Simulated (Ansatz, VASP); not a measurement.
Two plane-wave programs on Pd

File INCAR:

```
PREC = Accurate
ENCUT = 520
EDIFF = 1E-6
ISMEAR = -1
SIGMA = 0.1
LREAL = False
LASPH = True
NELM = 100
ALGO = Normal
ISIF = 2
LWAVE = False
LCHARG = False
GGA = PS
NBANDS = 11
```

File KPOINTS:

```
regular mesh
0
Gamma
  16 16 16
```

Contents of POSCAR:

```
Pd
1.0
   -1.5221573212      1.5221573212      1.5221573212
    1.5221573212     -1.5221573212      1.5221573212
    1.5221573212      1.5221573212     -1.5221573212
Pd
1
Direct
    0.0000000000      0.0000000000      0.0000000000
```

Input for Ansatz:

```yaml
crystal:
  lattice:
    - [-1.5221573212, 1.5221573212, 1.5221573212]
    - [1.5221573212, -1.5221573212, 1.5221573212]
    - [1.5221573212, 1.5221573212, -1.5221573212]
  atoms:
    - { symbol: Pd, position: [0.0, 0.0, 0.0] }
hamiltonian:
  xc: pbesol
  pseudopotentials:
    kind: paw
    azcp:
      Pd: "pseudopotentials/Pd.paw.azcp"
basis:
  ecutwfc: 420
  fft_grid_basis: typed
kpoints:
  mp_grid: { grid: [16, 16, 16], shift: [0, 0, 0] }
magnetization:
  spin_polarized: false
scf:
  occupations: { method: fermi_dirac, width: 0.1 }
  lower_state_search: "off"
output:
  stress: true
```

Alike in both runs: task single point; functional PBEsol; k mesh 16 × 16 × 16; occupations fermi-dirac, width 0.1 eV; no spin polarisation.

|  | VASP | Ansatz |
| --- | --- | --- |
| version | VASP 6.6.1 | Ansatz 0.2.0 |
| potentials or method | VASP PAW PBE potentials, release 64 (Pd) | plane waves (420 eV) with PAW, scalar-relativistic |
| plane-wave cutoff (eV) | 520 | 420 |
| valence electrons in the cell | 10 | 18 |

|  | VASP | Ansatz | Ansatz less VASP |
| --- | --- | --- | --- |
| pressure (GPa) | 8.5 | 9.0 | +0.43 |

The two sets of potentials don't hold the same shells in valence. Ansatz warned: «pseudo_functional_mismatch».

Caveats: the PAW data sets were made with another functional, which shifts forces and pressure a little (VASP).
